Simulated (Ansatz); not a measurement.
**Mg2Ge: how the settings move a single-point run**

Aim: see which settings change the result for Mg2Ge, by how much, and at what cost.

Program: Ansatz 0.2.0. Level of theory: reference: DFT, r2SCAN, plane waves, PAW. These are calculated values, not measurements.

3 further runs of the same task are left out: 1 for a known fault of the program, 2 that didn't finish.

## 1. The starting structure

It takes space group Fm-3m (No. 225, cubic). The conventional cell has a = 6.366 Å, b = 6.366 Å, c = 6.366 Å, α = 90.00°, β = 90.00°, γ = 90.00°. Around Ge (site symmetry m-3m) lie 8 Mg at 2.76 Å. Mg (site symmetry -43m) has 4 Ge at 2.76 Å as nearest neighbours.

As a file:

```cif
data_structure
_symmetry_space_group_name_H-M 'Fm-3m'
_symmetry_Int_Tables_number 225
_cell_length_a 6.3662
_cell_length_b 6.3662
_cell_length_c 6.3662
_cell_angle_alpha 90.000
_cell_angle_beta 90.000
_cell_angle_gamma 90.000
_cell_volume 258.01
loop_
_atom_site_label
_atom_site_type_symbol
_atom_site_symmetry_multiplicity
_atom_site_Wyckoff_symbol
_atom_site_fract_x
_atom_site_fract_y
_atom_site_fract_z
_atom_site_occupancy
Ge1 Ge 4 a 0.00000 0.00000 0.00000 1
Mg1 Mg 8 c 0.25000 0.75000 0.75000 1
```

## 2. Baseline

File input.yaml:

```yaml
crystal:
  lattice:
    - [0.0, 3.1831012372, 3.1831012372]
    - [3.1831012372, 0.0, 3.1831012372]
    - [3.1831012372, 3.1831012372, 0.0]
  atoms:
    - { symbol: Ge, position: [0.0, 0.0, 0.0] }
    - { symbol: Mg, position: [0.25, 0.25, 0.25] }
    - { symbol: Mg, position: [0.75, 0.75, 0.75] }
kpoints:
  mp_grid: { grid: [6, 6, 6] }
hamiltonian:
  xc: r2scan
scf:
  occupations: { method: fermi_dirac, width: 0.02 }
  n_extra_bands: 4
output:
  forces: true
  stress: true
  eigenvalues: true
```

Run with:

```sh
> ansatz run input.yaml --threads 4 --pin off --max-ram 3686MiB --backend cpu --events-out ev --progress --plain --runs-dir out
```

## 3. Changed: ecutwfc 200

input.yaml, as its differences from that of step 2:

```diff
@@ -20 +20,3 @@
   eigenvalues: true
+basis:
+  ecutwfc: 200
```

## 4. Variant: xc mr2scan

input.yaml, as its differences from that of step 2:

```diff
@@ -12,3 +12,3 @@
 hamiltonian:
-  xc: r2scan
+  xc: mr2scan
 scf:
```

**Question.** What will these runs give? Wanted: for each run, ending; energy change; pressure; gap; force.

The runs gave:

| run | ending | energy change | pressure (GPa) | gap (eV) | force (eV/Å) | cycles | time |
| --- | --- | --- | --- | --- | --- | --- | --- |
| reference | converged | 0 | 0.0 | 0.43 | 0.00 | 6 | 1 s |
| 1: ecutwfc 200 | converged | +4.24 eV/atom | -2.5 | 0.45 | 0.00 | 7 | 0.46 s |
| 2: xc mr2scan | converged | not comparable | 0.0 | 0.43 | 0.00 | 6 | 0.99 s |

Residual by cycle in the longest SCF loop of each run; runs are numbered as in the table. The quantity is the density residual dr2, in eV.

```
cycle  reference   run 1    run 2
    1      0.011   0.234    0.011
    2    0.00121   0.107  0.00121
    3     1.6e-4  0.0131   1.6e-4
    4     1.4e-5  7.7e-4   1.4e-5
    5     6.1e-7  1.1e-5   6.1e-7
    6     1.0e-8  1.5e-6   1.0e-8
    7          -  3.8e-8        -
```

«ecutwfc 200» moves the energy by +4.24 eV/atom. Run 1 ran under the cutoff that the potentials recommend, as the log warns, so basis error is mixed into its values, and swamps them where the cutoff is far short.
